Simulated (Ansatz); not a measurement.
Ag:

```
Ag
1.0
     2.88620    0.00000    0.00000
    -1.44310    2.49952    0.00000
     0.00000    0.00000   10.00000
Ag
4
Direct
  0.00000 0.00000 0.50000
  0.00000 0.00000 0.00000
  0.66667 0.33333 0.75000
  0.33333 0.66667 0.25000
```

This isn't the form of Ag at room conditions, which is fcc.

Base run:

```yaml
Program: Ansatz 0.2.0
Functional: PBEsol
Potentials_or_basis: all-electron LAPW, scalar-relativistic
Cutoff: 223 eV (chosen from the basis error)
Basis_error_allowed: 0.002 eV/atom
k_mesh: 11 × 11 × 3
Occupations: fermi-dirac, width 0.05 eV
Spin: no spin polarisation
```

Its results: pressure -7.2 GPa.

Problem. The run is repeated on the same cell with these changes: functional from PBEsol to LDA. What comes out?

Solution. Pressure -11.4 GPa.

LDA binds more tightly than PBEsol, so the same cell stands under less pressure.
